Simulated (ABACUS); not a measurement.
## TaS2 under changes of volume

One of the cells (18.984 Å³/atom); the others are scaled copies at fixed shape and fractional positions:

```xyz
3
Lattice="3.3500 0.0000 0.0000 -1.6750 2.9012 0.0000 0.0000 0.0000 5.8600" Properties=species:S:1:pos:R:3 pbc="T T T"
Ta    0.0000    0.0000    0.0000
S     1.6750    0.9671    4.3950
S     0.0000    1.9341    1.4650
```

| Item | Value |
| --- | --- |
| Program | ABACUS 3.10.1 |
| Functional | PBE |
| Potentials or basis | PseudoDojo NC SR 0.4.1 PBE standard |
| Cutoff | 1361 eV |
| Density cutoff | 5442 eV |
| Basis | DZP LCAO (the cutoffs set its grid) |
| k mesh | 9 × 9 × 5 |
| Occupations | fermi-dirac, width 0.05 eV |
| Spin | no spin polarisation |

```tsv
volume (Å³/atom)	energy over the lowest point (meV/atom)	pressure (GPa)	largest force (eV/Å)
17.845	?	?	?
18.225	108.19	17.7	2.111
18.605	70.94	13.9	1.717
18.984	42.26	10.4	1.349
19.364	21.34	7.3	1.006
19.744	7.47	4.5	0.686
20.123	0.00	1.9	0.387
```

Question: What does the run at 17.845 Å³/atom give?

Answer: Energy over the lowest point 154.85 meV/atom; pressure 21.8 GPa; largest force 2.536 eV/Å.

Worked out: A Birch-Murnaghan fit of order 3 (a polynomial in V^(-2/3)) to the other rows has its minimum at 20.43 Å³/atom, just outside them, with B0 = V·E''(V) = 122 GPa and B' = 4.1 at fixed shape and positions, which overstates the stiffness. It gives 154.93 meV/atom at 17.845 Å³/atom, against the run's 154.85, and -dE/dV = 21.8 GPa, against 21.8.

Energies are extrapolated to zero smearing.

Caveats: the atomic orbitals were generated for these runs and aren't a published set; this functional lacks dispersion, which binds the layers, so the pressure and a relaxed spacing across them are unreliable; the basis of atomic orbitals isn't converged, which shifts pressures, moduli and gaps; forces of over 1 eV/Å show positions far from the minimum, so gaps and moduli don't describe the material at rest (some runs).
